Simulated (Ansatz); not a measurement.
SrVO3:

```
Sr V O
1.0
     3.84090    0.00000    0.00000
     0.00000    3.84090    0.00000
     0.00000    0.00000    3.84090
Sr V O
1 1 3
Direct
  0.50000 0.50000 0.50000
  0.00000 0.00000 0.00000
  0.00000 0.00000 0.50000
  0.00000 0.50000 0.00000
  0.50000 0.00000 0.00000
```

Program: Ansatz 0.2.0. Alike in all runs: level PBE; potentials or basis Ansatz PAW; cell as given; cutoff (eV) 420. Hardware: 2 threads of AMD EPYC 9R45 96-Core Processor (Zen 5) (shared host).

Order these runs on this cell by their wall time, lowest first.
A. task single point; spin collinear, ferromagnetic start; k mesh 7 × 7 × 7; smearing gaussian 0.011 eV
B. task band structure; spin non-collinear, ferromagnetic start, SOC; k mesh 5 × 5 × 5; smearing fermi-dirac 0.05 eV; points for each segment of the path 14
C. task band structure; spin collinear, ferromagnetic start; k mesh 7 × 7 × 7; smearing fermi-dirac 0.05 eV; points for each segment of the path 14

A (1.1 s), C (2.5 s), B (14 s).

Caveats: the starting moments weren't kept (some runs).
